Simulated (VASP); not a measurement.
Input of a VASP 6.6.1 run:

POSCAR

```
H17O8F
1.0
    6.4950650000      0.0000000000      0.0000000000
    0.0000000000      6.4950650000      0.0000000000
    0.0000000000      0.0000000000      6.4950650000
O H F
8 17 1
Direct
    0.9665030296      0.6926951462      0.5976229645
    0.6687384961      0.4022284611      0.4331134484
    0.0870199144      0.8085831320      1.0215602153
    0.8607766050      0.1663108837      0.9614530417
    0.1519923203      0.2873412352      0.6418873406
    0.5946360814      0.5009649634      0.8653493075
    0.3199660050      0.7085995290      0.3446154888
    0.1816609995      0.2039240562      0.2444779229
    0.8743715421      0.7917241783      0.5303719054
    0.9071810675      0.5585625394      0.5555910526
    0.5484625635      0.4697566537      0.3716667963
    0.6531112468      0.2584885602      0.4130982523
   -0.0498994236      0.8613770609      1.0140006297
    0.1263882656      0.7802231386      0.8839018547
    0.9510605360      0.1502525379      0.8474434051
    0.7573288335      0.2602899278      0.9178199140
    0.1688666703      0.2202903281      0.5043675467
    0.2489428512      0.2218453549      0.7164208518
    0.7024717997      0.6040432236      0.8557728060
    0.6006714328      0.4335445450      0.7308317931
    0.2740080353      0.7610701356      0.2106368451
    0.1937470988      0.7047350565      0.4098496320
    0.0398610330      0.2117761716      0.1824616074
    0.2243241600      0.0871276885      0.1649868015
    0.5215498228      0.8959263687      0.3607970051
    0.6401013693      0.9596978629      0.4128365151
```

File INCAR.step1:

```
SYSTEM = H17O8F
PREC = Accurate ; ENCUT = 520
ISMEAR = -1 ; SIGMA = 0.05
LREAL = Auto ; LASPH = .True.
NELM = 60 ; NBANDS = 55
GGA = PE ; ALGO = Normal
EDIFF = 1E-4 ; LWAVE = .True.
LCHARG = .False.
```

File INCAR.step2:

```
SYSTEM = H17O8F
PREC = Accurate ; ENCUT = 520
EDIFF = 1E-6 ; ISMEAR = -1
SIGMA = 0.05 ; LREAL = Auto
LASPH = .True. ; NELM = 60
ALGO = Normal ; ISIF = 2
LWAVE = .False. ; LCHARG = .False.
METAGGA = R2SCAN ; LMIXTAU = .True.
IVDW = 12 ; VDW_S6 = 1.0
VDW_S8 = 0.78981345 ; VDW_A1 = 0.49484001
VDW_A2 = 5.73083694 ; NBANDS = 55
ISTART = 1
```

KPOINTS

```
regular mesh
0
Gamma
  1 1 1
  0 0 0
```

Potentials or basis: VASP PAW PBE potentials, release 64 (O, H, F).

Command:

```console
$ cat potpaw_PBE.64/O/POTCAR potpaw_PBE.64/H/POTCAR potpaw_PBE.64/F/POTCAR > POTCAR
$ cp INCAR.step1 INCAR
$ mpirun -np 1 vasp_gam > vasp.out
$ cp INCAR.step2 INCAR
$ mpirun -np 1 vasp_gam > vasp.out
```

What does it give for the band gap on the k mesh?

5.37 eV, direct.

Predict the dispersion energy per atom.

-0.016 eV.

Estimate the pressure.

1.2 GPa.

Forces in eV/Å, atoms in the order of the input:
```
O   -0.833 -0.075 -0.620
O   -0.200  1.132  0.272
O    0.617  0.123  0.744
O    0.027 -1.167  1.200
O   -2.686  0.803 -2.676
O    0.197 -0.236 -0.158
O    3.086  0.934 -2.048
O   -1.434 -0.151 -0.638
H    0.224 -0.303  0.295
H    0.400  0.589  0.217
H    0.211 -0.195  0.188
H   -0.124 -0.982 -0.316
H   -0.575  0.485  0.051
H    0.065 -0.544 -1.076
H    0.708  0.329 -0.997
H   -0.786  1.054 -0.003
H   -0.309  0.743  0.225
H    2.994 -1.587  2.616
H   -0.070 -0.185 -0.040
H   -0.185  0.538 -0.151
H    0.033 -0.617 -0.098
H   -2.439 -0.341  2.223
H    0.828  0.490  0.468
H    0.499 -0.481 -0.035
H   -1.092 -0.981  0.226
F    0.844  0.625  0.131
```

Caveat: the PAW data sets were made with another functional, which shifts forces and pressure a little. r2SCAN opens gaps a little over a GGA but as a rule still falls short of measured ones.
